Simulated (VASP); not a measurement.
The system is Sn.

```xyz
2
Lattice="0.0000 3.2333 3.2333 3.2333 0.0000 3.2333 3.2333 3.2333 0.0000" Properties=species:S:1:pos:R:3 pbc="T T T"
Sn    4.8500    4.8500    4.8500
Sn    3.2333    3.2333    3.2333
```

This isn't the form of Sn at room conditions, which is tetragonal (white tin).

* Program: VASP 6.6.1
* Task: single point
* Functional: PBEsol
* Potentials or basis: VASP PAW PBE potentials, release 64 (Sn_d)
* Cutoff: 520 eV
* k mesh: 7 × 7 × 7
* Occupations: fermi-dirac, width 0.05 eV
* Spin: no spin polarisation

On this cell: pressure 1.5 GPa; largest force zero by symmetry; band gap on the k mesh none (metal or under the smearing width).

The same run follows on a disturbed copy (atoms moved at random, drawn with an rms of 0.05 Å):

```
CELL_PARAMETERS angstrom
0.00000 3.23334 3.23334
3.23334 0.00000 3.23334
3.23334 3.23334 0.00000
ATOMIC_POSITIONS crystal
Sn 0.75132 0.75902 0.76259
Sn 0.49467 0.50900 0.50001
```

Problem. What changes?

Solution. The energy (extrapolated to zero smearing) moves by +11.3 meV/atom; pressure 1.6 GPa; largest force 0.556 eV/Å; band gap on the k mesh none (metal or under the smearing width).

Forces on the atoms (eV/Å):
```
Sn  -0.289 -0.460 -0.117
Sn   0.289  0.460  0.117
```

Stress tensor (GPa, compression positive):
```
 1.62 -0.42 -1.42
-0.42  1.56 -0.90
-1.42 -0.90  1.65
```

Caveats: the PAW data sets were made with another functional, which shifts forces and pressure a little.
